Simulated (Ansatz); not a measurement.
# Orbital-resolved density of states of InP

```yaml
crystal:
  lattice:
    - [0.00000, 2.93050, 2.93050]
    - [2.93050, 0.00000, 2.93050]
    - [2.93050, 2.93050, 0.00000]
  atoms:
    - { symbol: In, position: [0.00000, 0.00000, 0.00000] }
    - { symbol: P, position: [0.75000, 0.75000, 0.75000] }
```

Atom numbers follow the list: In1, P2.

The cell is COD entry 1010146, as deposited and not checked against the literature; nothing was relaxed. It is an old determination, and later ones may differ.

Spin–orbit coupling is left out, though it moves levels of the heavy atoms by tenths of an eV or more.

Method: DFT, PBE, all-electron LAPW, scalar-relativistic (Ansatz 0.2.0).

Settings: a Γ-centred 11×11×11 k mesh, Fermi–Dirac smearing of 0.03 eV, basis error target 0.25 meV/atom, no spin polarisation.

States per eV for one atom of each kind, in 0.4 eV bins named by their centres, from the valence-band top, projected on a minimal set of Löwdin-orthogonalised atomic shells; orbitals are real harmonics on the Cartesian axes, equal curves share a column, and empty bins are left out, as is all above 3.8 eV, near the top of the computed bands.

In1 5p:

```
# E all pz=px=py
-11.1 0.04 0.01
-10.7 0.09 0.03
-10.3 0.14 0.05
-9.9 0.24 0.08
-9.5 0.34 0.11
-9.1 0.24 0.08
-5.5 0.15 0.05
-5.1 0.09 0.03
-4.7 0.05 0.02
-4.3 0.03 0.01
-3.9 0.02 0.01
-3.5 0.02 0.01
-3.1 0.41 0.14
-2.7 0.39 0.13
-2.3 0.50 0.17
-1.9 0.49 0.16
-1.5 0.42 0.14
-1.1 0.34 0.11
-0.7 0.14 0.05
-0.3 0.05 0.02
1.7 0.03 0.01
2.1 0.23 0.08
2.5 0.45 0.15
2.9 0.57 0.19
3.3 0.31 0.10
3.7 0.32 0.11
```

P2 3p:

```
# E all pz=px=py
-11.1 0.01 0.00
-10.7 0.01 0.00
-10.3 0.02 0.01
-9.9 0.03 0.01
-9.5 0.03 0.01
-9.1 0.01 0.00
-5.5 0.98 0.33
-5.1 0.46 0.15
-4.7 0.26 0.09
-4.3 0.18 0.06
-3.9 0.13 0.04
-3.5 0.10 0.03
-3.1 0.73 0.24
-2.7 0.77 0.26
-2.3 1.10 0.37
-1.9 1.19 0.40
-1.5 1.20 0.40
-1.1 1.18 0.39
-0.7 0.65 0.22
-0.3 0.30 0.10
0.1 0.02 0.01
1.7 0.02 0.01
2.1 0.12 0.04
2.5 0.31 0.10
2.9 0.51 0.17
3.3 0.32 0.11
3.7 0.27 0.09
```

In1 5s:

```
# E all
-11.5 0.02
-11.1 0.07
-10.7 0.10
-10.3 0.11
-9.9 0.15
-9.5 0.13
-9.1 0.03
-5.5 0.89
-5.1 0.36
-4.7 0.18
-4.3 0.11
-3.9 0.08
-3.5 0.05
-3.1 0.06
-2.7 0.06
-2.3 0.06
-1.9 0.05
-1.5 0.03
-1.1 0.02
-0.7 0.01
1.7 0.04
2.1 0.18
2.5 0.34
2.9 0.49
3.3 0.24
3.7 0.17
```

P2 3s:

```
# E all
-11.5 0.02
-11.1 0.14
-10.7 0.23
-10.3 0.34
-9.9 0.62
-9.5 0.92
-9.1 0.63
-5.5 0.06
-5.1 0.07
-4.7 0.06
-4.3 0.05
-3.9 0.04
-3.5 0.03
-3.1 0.03
-2.7 0.03
-2.3 0.03
-1.9 0.02
-1.5 0.02
-1.1 0.01
1.7 0.03
2.1 0.14
2.5 0.21
2.9 0.22
3.3 0.10
3.7 0.07
```
